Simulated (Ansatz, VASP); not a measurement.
Sn in VASP and in Ansatz

The input INCAR:

```
SYSTEM = Sn
PREC = Accurate
ENCUT = 520
EDIFF = 1E-7
ISMEAR = -1
SIGMA = 0.15
LREAL = .FALSE.
LASPH = .TRUE.
NELM = 100
ALGO = Fast
ISIF = 2
LWAVE = .FALSE.
LCHARG = .TRUE.
GGA = PS
LELF = .TRUE.
LVHAR = .TRUE.
NBANDS = 13
```

File KPOINTS:

```
regular mesh
0
G
  7 7 7
  0 0 0
```

POSCAR

```
Sn
1.0
   -1.8715467555      1.8715467555      1.8715467555
    1.8715467555     -1.8715467555      1.8715467555
    1.8715467555      1.8715467555     -1.8715467555
Sn
1
Direct
    0.0000000000      0.0000000000      0.0000000000
```

Input for Ansatz:

```yaml
crystal:
  lattice:
    - [-1.8715467554871212, 1.8715467554871221, 1.8715467554871221]
    - [1.8715467554871226, -1.8715467554871221, 1.871546755487122]
    - [1.8715467554871212, 1.8715467554871221, -1.871546755487122]
  atoms:
    - { symbol: Sn, position: [-3.91024799118813e-34, 2.285620145823382e-34, 8.05462857811497e-34] }
kpoints:
  mp_grid:
    grid: [7, 7, 7]
hamiltonian:
  xc: pbesol
  pseudopotentials:
    kind: paw
scf:
  occupations:
    method: fermi_dirac
    width: 0.15
output:
  forces: true
  stress: true
```

This isn't the form of Sn at room conditions, which is tetragonal (white tin).

Alike in both runs: task single point; functional PBEsol; k mesh 7 × 7 × 7; occupations fermi-dirac, width 0.15 eV; no spin polarisation.

|  | VASP | Ansatz |
| --- | --- | --- |
| version | VASP 6.6.1 | Ansatz 0.2.0 |
| potentials or method | VASP PAW PBE potentials, release 64 (Sn_d) | plane waves, PAW |
| plane-wave cutoff (eV) | 520 | 420 |
| valence electrons in the cell | 14 | 14 |

```tsv
	VASP	Ansatz	Ansatz less VASP
pressure (GPa)	0.0	0.1	+0.04
```

With one functional, cell and mesh, what is left measures potentials, basis and numerics.

Caveats: the PAW data sets were made with another functional, which shifts forces and pressure a little (VASP).
